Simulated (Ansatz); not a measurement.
# LiNbO3: the cost of one run

Program: Ansatz 0.2.0. Level of theory: DFT, PBE, plane-wave PAW, default files, scalar-relativistic, as far as a step names no other. These are calculated values, not measurements.

1 further run of the same task is left out (it didn't finish).

## 1. The starting structure

It takes space group R3c (No. 161, trigonal). The conventional cell has a = 5.150 Å, b = 5.150 Å, c = 13.865 Å, α = 90.00°, β = 90.00°, γ = 120.00°. Li (site symmetry 3) is surrounded by 6 O at 2.06 to 2.26 Å. Nb (site symmetry 3) is surrounded by 6 O at 1.84 to 2.18 Å. O (site symmetry 1) is surrounded by 2 Nb at 1.84 to 2.18 Å and 2 Li at 2.06 to 2.26 Å.

As a file:

```
Li Nb O
1.0
     2.57510    1.48673    4.62177
    -2.57510    1.48673    4.62177
     0.00000   -2.97347    4.62177
Li Nb O
2 2 6
Direct
  0.27500 0.27500 0.27500
  0.77500 0.77500 0.77500
  0.00000 0.00000 0.00000
  0.50000 0.50000 0.50000
  0.10620 0.35330 0.71480
  0.71480 0.10620 0.35330
  0.35330 0.71480 0.10620
  0.21480 0.85330 0.60620
  0.85330 0.60620 0.21480
  0.60620 0.21480 0.85330
```

The earlier run gave: gap on the mesh 3.93 eV, largest force 1.178 eV/Å, pressure 7.4 GPa.

Site by site (atoms counted from 1):

| site | atoms | first shell | V_zz (10²¹ V/m²) | η | C_Q (MHz) |
| --- | --- | --- | --- | --- | --- |
| Li | 1, 2 | 6 O at 2.06–2.26 Å | 0.060 | 0.00 | -0.058 (⁷Li) |
| Nb | 3, 4 | 6 O at 1.84–2.18 Å | 5.91 | 0.00 | -45.7 (⁹³Nb) |
| O | 5, 6, 7, 8, … | 2 Nb at 1.84–2.18 Å, 2 Li at 2.06–2.26 Å; also 1 Li at 3.29 Å | 1.99 | 0.98 | -1.23 (¹⁷O) |

C_Q = eQV_zz/h, which is 24.18 MHz for Q = 1 b and V_zz = 10²¹ V/m²; η = (V_xx − V_yy)/V_zz. Q values from Pyykkö, Mol. Phys. 116, 1328 (2018).

## 2. Ions relaxed at fixed cell

input.yaml

```yaml
crystal:
  lattice:
    - [2.5750991265, 1.4867341739, 4.62177]
    - [-2.5750991265, 1.4867341739, 4.62177]
    - [0.0, -2.9734683477, 4.62177]
  atoms:
    - { symbol: Li, position: [0.275, 0.275, 0.275] }
    - { symbol: Li, position: [0.775, 0.775, 0.775] }
    - { symbol: Nb, position: [0.0, 0.0, 0.0] }
    - { symbol: Nb, position: [0.5, 0.5, 0.5] }
    - { symbol: O, position: [0.1062, 0.3533, 0.7148] }
    - { symbol: O, position: [0.7148, 0.1062, 0.3533] }
    - { symbol: O, position: [0.3533, 0.7148, 0.1062] }
    - { symbol: O, position: [0.2148, 0.8533, 0.6062] }
    - { symbol: O, position: [0.8533, 0.6062, 0.2148] }
    - { symbol: O, position: [0.6062, 0.2148, 0.8533] }
kpoints:
  mp_grid: { grid: [7, 7, 7] }
scf:
  occupations: { method: fermi_dirac, width: 0.02 }
hamiltonian:
  xc: pbe
  pseudopotentials: { kind: paw }
output:
  forces: true
  stress: true
  populations: true
  efg:
    quadrupole_moments_barn: { Li: -0.0401, Nb: -0.32, O: -0.02558 }
    contact_densities: true
relax:
  f_tol: 0.02
  max_steps: 60
```

Run with:

```
> ansatz run input.yaml --threads 4 --pin off --max-ram 8192MiB --backend cpu --events-out ev --progress --plain --runs-dir out
```

**Question.** How long does this run take on 4 threads of Intel Xeon Platinum 8259CL at 2.50GHz (Skylake/Cascade Lake), shared host, and how much memory does it need?

About 23 s, with a peak of 0.63 GiB.
